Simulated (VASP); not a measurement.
Data:

```
CELL_PARAMETERS angstrom
      0.00000     3.04248     3.04248
      3.04248     0.00000     3.04248
      3.04248     3.04248     0.00000
ATOMIC_POSITIONS crystal
  Zn 0.48646 0.50560 0.49944
  Te 0.26354 0.24440 0.25056
```

Calculation: LDA (Ceperley-Alder, Perdew-Zunger), VASP's LDA PAW potentials (set 64) (plane waves; VASP). Run with 300 eV cut-off, 6×6×6 Γ-centred mesh, Gaussian smearing of 0.020 eV, potentials Zn Te.

At this cut-off the stress carries a Pulay error, which pulls relaxed volumes low.

### Question
The ions are relaxed. Predict the relaxed structure.

### Answer

```
CELL_PARAMETERS angstrom
      0.00000     3.04248     3.04248
      3.04248     0.00000     3.04248
      3.04248     3.04248     0.00000
ATOMIC_POSITIONS crystal
  Zn 0.50004 0.49999 0.50004
  Te 0.24996 0.25001 0.24996
```
Space group F-43m (216), at a tolerance of 0.03 Å.

### Question
How much energy does the relaxation gain?

### Answer
The energy (σ→0) changes by -12.1 meV/atom, in 8 ionic steps.

```
step  E(σ→0) (eV)  max force (eV/Å)  pressure (GPa)  volume (Å³)
----  -----------  ----------------  --------------  -----------
1         -6.4282             0.457           -1.87        56.33
2         -6.4442             0.271           -2.02        56.33
3         -6.4520             0.065           -2.11        56.33
4         -6.4521             0.062           -2.07        56.33
5         -6.4524             0.025           -2.07        56.33
6         -6.4525             0.008           -2.08        56.33
7         -6.4525             0.008           -2.08        56.33
8         -6.4525             0.003           -2.08        56.33
```

The structure comes from a computed database's ZnTe entry; how it stands against other phases isn't given here. In the starting cell atoms are displaced from their ideal sites. This run relaxes the ions in a fixed cell. The run is one of a series of settings (EDIFFG = -0.005, IBRION = 2, NSW = 50 against the base run), some of them coarse on purpose.
